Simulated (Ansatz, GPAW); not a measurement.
This is a calculation of Mo for GPAW 26.7.0 (ASE script). 

The input run.py:

```python
from ase.dft.bandgap import bandgap
from ase.io import read, write
from ase.units import Bohr, GPa
from gpaw import GPAW, PW
from gpaw.elf import elf_from_dft_calculation

atoms = read('POSCAR')

calc = GPAW(mode=PW(600),
            xc='PBE',
            kpts={'size': (12, 12, 12), 'gamma': True},
            occupations={'name': 'methfessel-paxton', 'order': 0, 'width': 0.1},
            nbands=16,
            convergence={'density': 1e-05, 'energy': 1e-05},
            maxiter=150,
            txt='gpaw.txt')
atoms.calc = calc
energy = atoms.get_potential_energy()
forces = atoms.get_forces()
stress = atoms.get_stress()
calc.write('gs.gpw')
write('result.traj', atoms)
print(f'Energy: {energy:.6f} eV')
print('Forces (eV/A):')
print(forces.round(4))
print('Stress (GPa):', (stress / GPa).round(3))
print('Fermi level:', round(calc.get_fermi_level(), 4), 'eV')
print(f'Gap: {bandgap(calc)[0]:.4f} eV, direct: {bandgap(calc, direct=True)[0]:.4f} eV')

# fields on the real-space grid
write('density.cube', atoms, data=calc.get_pseudo_density() * Bohr**3)
write('potential.cube', atoms, data=calc.get_electrostatic_potential())
write('elf.cube', atoms, data=elf_from_dft_calculation(calc).data)
```

POSCAR

```
Mo
1.0
   -1.5838089719      1.5838089719      1.5838089719
    1.5838089719     -1.5838089719      1.5838089719
    1.5838089719      1.5838089719     -1.5838089719
Mo
1
Direct
    0.0000000000      0.0000000000      0.0000000000
```

Potentials or basis: GPAW PAW data sets (gpaw-data 1.2.1), pw.

Run with:

```bash
$ OMP_NUM_THREADS=1 python run.py
```

Task: Set up the same calculation for Ansatz 0.2.0. Potentials or basis there: all-electron LAPW, scalar-relativistic.

Result: As run (cutoffs and basis follow the program's own potentials, and thresholds, step limits or extra output files can differ):

The input input.yaml:

```yaml
crystal:
  lattice:
    - [-1.5838089719, 1.5838089719, 1.5838089719]
    - [1.5838089719, -1.5838089719, 1.5838089719]
    - [1.5838089719, 1.5838089719, -1.5838089719]
  atoms:
    - { symbol: Mo, position: [0.0, 0.0, 0.0] }
kpoints:
  mp_grid: { grid: [12, 12, 12] }
scf:
  occupations: { method: gaussian, width: 0.1 }
hamiltonian:
  xc: pbe
  pseudopotentials: { kind: all_electron, lapw: { basis_error: 0.001 } }
output:
  forces: true
  stress: true
  eigenvalues: true
```

Potentials or basis: all-electron LAPW, scalar-relativistic.

The run is started by

```sh
$ ansatz run input.yaml --threads 1 --pin off --max-ram 3072MiB --backend cpu --events-out ev --progress --plain --runs-dir out
```

Both were run:

|  | GPAW | Ansatz |
| --- | --- | --- |
| Pressure | -2.2 GPa | -1.9 GPa |

Where Ansatz's input types no cutoff or centring, it takes its own default and a Γ-centred mesh.

Pressure is positive in compression.
